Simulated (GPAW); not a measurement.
Crystal: CdSe.

```xyz
2
Lattice="4.3420 0.0000 0.0000 2.1710 3.7603 0.0000 2.1710 1.2534 3.5452" Properties=species:S:1:pos:R:3 pbc="T T T"
Cd    0.0000    0.0000    0.0000
Se    2.1710    1.2534    0.8863
```

Measurements of this composition are mostly on another form, of space group No. 186.

Program: GPAW 26.7.0. Alike in all runs: cutoff (eV) 600.

Question: Order these runs on this cell by their pressure, lowest first.
A. level SOGGA; potentials or basis PAW data sets generated in the run's folder for this functional, pw; spin SOC, no magnetisation; cell as given; k mesh 6 × 6 × 6; smearing fermi-dirac 0.05 eV; band path GXWKGLUWLK,UX; band points 60; spin axis theta (degrees) 90; spin axis phi (degrees) 45; soc after scf second variation
B. level LDA; potentials or basis the program's PAW data sets (release 1.2.1) made for this functional, pw; spin SOC, no magnetisation; cell as given; k mesh 6 × 6 × 6; smearing fermi-dirac 0.05 eV; band path GXWKGLUWLK,UX; band points 100; spin axis theta (degrees) 90; spin axis phi (degrees) 45; soc after scf second variation
C. level PBE; potentials or basis GPAW PAW data sets (gpaw-data 1.2.1), pw; spin off; cell the cell as VASP's run set it; k mesh 8 × 8 × 8; smearing gaussian 0.1 eV

Answer: B (-3.4 GPa), A (-1.7 GPa), C (1.1 GPa).

Caveats: spin-orbit coupling was added after a scalar SCF, so levels and gaps hold it while energy, forces, pressure and moments don't (some runs).

Not every run made on this cell is shown here.
